## Why most vibrations of a silica crystal stay dark

Seven of the ten vibrational levels of this crystal absorb no infrared light, although all its atoms are strongly charged. The whole infrared strength sits in rows 3, 7 and 8. The cause is the symmetry of the motion: in the dark levels the moving charges cancel one another within the cell.

Zone-centre optical modes of SiO2 in the anatase structure (I4_1/amd, 6 atoms per cell, a = 3.501 Å, c = 8.449 Å), without the longitudinal term; infrared intensities are summed over each degenerate level. Density-functional perturbation theory at the relaxed geometry with Ansatz 0.2.0, PBEsol, plane-wave PAW, 420 eV cutoff, 8×8×8 k mesh and fixed occupations.

```
row  phonon frequency (cm⁻¹)  phonon degeneracy  phonon infrared intensity ((debye/Å)²/amu)
  1                    337.1                  2                                           0
  2                    378.8                  2                                           0
  3                    460.0                  2                                        43.3
  4                    645.2                  1                                           0
  5                    654.1                  1                                           0
  6                    656.6                  1                                           0
  7                    658.5                  2                                        55.7
  8                    663.1                  1                                          44
  9                    769.6                  1                                           0
 10                    915.8                  2                                           0
```

The crystal is a hypothetical form of silica in which each silicon has six oxygen neighbours, not four as in quartz. A level with degeneracy 2 holds two vibrations of equal frequency, so the ten levels contain fifteen vibrations. A naive picture would give each of them the same infrared strength, since each shakes charged atoms. That even share would be about 9.5 (debye/Å)²/amu per vibration.

No row follows this picture. Seven levels lie at zero, while a single vibration of row 3, 7 or 8 carries 2.3, 2.9 or 4.6 times the even share. The printed intensities are sums over a level, so row 7 is the strongest level; per vibration, that is for light polarised along one axis, row 8 is. Frequency does not sort the bright from the dark: rows 6 and 7 differ by only 1.9 cm⁻¹, yet one is dark and the other bright.

### How charged atoms can move without a dipole

The wavelength of infrared light is more than ten thousand times longer than the cell, so its electric field is practically the same at every atom. Such a field can drive a vibration only if the motion changes the dipole of the cell as a whole. Large movements of large charges are useless to it when their contributions add up to zero.

The structure makes such cancellation common. Its six atoms form three pairs, one of silicon and two of oxygen, and inversion through a point midway between two atoms exchanges the partners of a pair. Partners therefore carry equal charges. Symmetry also requires that in any one vibration the partners of every pair move either in the same direction or in opposite directions. If they move oppositely, each pair cancels its own dipole and the vibration is dark.

Counting the patterns accounts for the table. Along any one axis there are three patterns with opposed partners and three with partners moving together, and one of the latter is a mere shift of the whole crystal. In this structure the double levels move atoms in the plane perpendicular to the long axis c, and the single levels move them along c. The opposed patterns thus give three dark double levels and three dark single ones, six of the seven.

The seventh dark level is subtler, because its partners do move together. Silicon rests, one oxygen pair moves up along c and the other moves down by the same amount. The two pairs have the same charge along c, so their dipoles cancel as well. What remains along c is one bright vibration, row 8, in which all silicon atoms move against all oxygen atoms. In the plane two bright levels survive, rows 3 and 7.

### How much strength there is to share

Symmetry decides which levels are bright, but the charges and masses fix how much strength they have together. A heavy atom responds less to the field, and a highly charged one is pulled harder and also changes the dipole more as it moves. For one direction of the field, the intensities of all vibrations add up to

$$S=\sum_a \frac{Z_a^2}{m_a},$$

where $Z_a$ is the charge of atom $a$, $m_a$ its mass, and the sum runs over the cell. The reason is geometric. The quantities $Z_a/\sqrt{m_a}$ form a vector, the vibrations are perpendicular axes in the same space, and each intensity is the squared projection of the vector on one axis. A shift of the whole crystal takes no share, because the charges of the cell add up to zero. As long as the charges stay the same, stiffer or softer bonds can turn the axes but leave the length of the vector unchanged.

Textbook ions, Si⁴⁺ and O²⁻, give an estimate without any adjustable constant. Two silicon atoms of mass 28.1 and four oxygen atoms of mass 16.0 contribute $2\times16/28.1+4\times4/16.0=2.14$ in squared elementary charges per amu. One elementary charge is 4.80 debye/Å, so $S=2.14\times4.80^2\approx49$ (debye/Å)²/amu for every direction.

Along c the table has 44.0, all of it in row 8, and the estimate is 12 % above this value. For one direction in the plane, half the sum of rows 3 and 7 gives $(43.3+55.7)/2=49.5$, which the estimate meets within 1 %. Row 8 is the strongest single vibration because it has its direction to itself, whereas two vibrations share each direction in the plane and neither takes much more than half. How they divide the strength depends on the bonds, and the estimate leaves that open.

### Why the better agreement is the less meaningful one

The close match in the plane does not show that the atoms are ideal ions there. The charge that counts is the Born charge, the change of dipole per displacement of an atom, which includes the electrons that flow along the bonds as the atom moves. The same calculation gives silicon +3.88 in the plane, a little below the ideal +4. Along either of the two equal axes a in the plane, one oxygen pair has −1.20 and the other −2.67.

These two oxygen charges average to −1.94, nearly the ideal −2, but the intensity depends on their squares. Unequal charges have a larger mean square than equal ones of the same average. This raises the oxygen part of the sum from 21.7 to 24.8 (debye/Å)²/amu and makes up for average charges that lie below the ideal for both elements. Along c all oxygen atoms have the same charge, −1.89, so there is no such gain, and the charges of both elements (silicon has +3.78) lie still further below the ideal than the averages in the plane. Both facts lower the total along c.

The unlike oxygen charges probably reflect the bonding. Each oxygen binds three silicon atoms that lie in one plane with it. Moving it within that plane stretches some bonds and compresses others, which pushes electrons along them; moving it out of the plane hardly changes the bond lengths. The larger of the two charges should then belong to the motion within the plane of the three bonds. The c axis lies in that plane too, but in this structure motion along it acts mainly on one bond rather than two, which would fit its intermediate charge of −1.89. The charges alone do not prove this assignment.

For reading a spectrum, a dark level is therefore no sign of weak bonds or of neutral atoms. In a crystal with an inversion centre, vibrations that inversion leaves unchanged are dark; where it exchanges atoms in pairs, as here, these are the motions with opposed partners, and further symmetry can darken more, as the seventh level shows. Charges and masses then set the total strength left for the others. The table gives only the transverse frequencies of the bright levels. Along c the static dielectric constant of the same calculation is more than twice the high-frequency one, so the longitudinal partner of row 8 is expected well above it, and a reflection spectrum should show broad bands rather than three sharp lines. The printed analysis after this section lists the strength per vibration and the silicon and oxygen parts of each sum.

Numerical output:

```
Intensity per vibration:
  row  frequency_cm-1  intensity_per_vibration  ratio_to_even_share
    1           337.1                        0                    0
    2           378.8                        0                    0
    3             460                    21.65                2.271
    4           645.2                        0                    0
    5           654.1                        0                    0
    6           656.6                        0                    0
    7           658.5                    27.85                2.921
    8           663.1                       44                4.615
    9           769.6                        0                    0
   10           915.8                        0                    0
Optical vibrations in all levels: 15
Vibrations in the levels that absorb: 5
Total intensity, (debye/A)^2/amu: 143
Even share per vibration, (debye/A)^2/amu: 9.533
Frequency of row 7 less row 6 (bright less dark), cm-1: 1.9
Summed intensity for one direction in the plane, (debye/A)^2/amu: 49.5
Summed intensity along c, (debye/A)^2/amu: 44
Estimate with ions +4 and -2, any direction, (debye/A)^2/amu: 49.36
Estimate less table, in the plane, percent of table: -0.2869
Estimate less table, along c, percent of table: 12.18
Si part with ions +4 and -2: 26.29
O part with ions +4 and -2: 23.07
Si part with Born charges, in the plane: 24.69
O part with Born charges, in the plane: 24.79
Si part with Born charges, along c: 23.43
O part with Born charges, along c: 20.56
Mean size of the two in-plane oxygen charges, e: 1.938
O part in the plane if all oxygens had the mean charge: 21.67
```
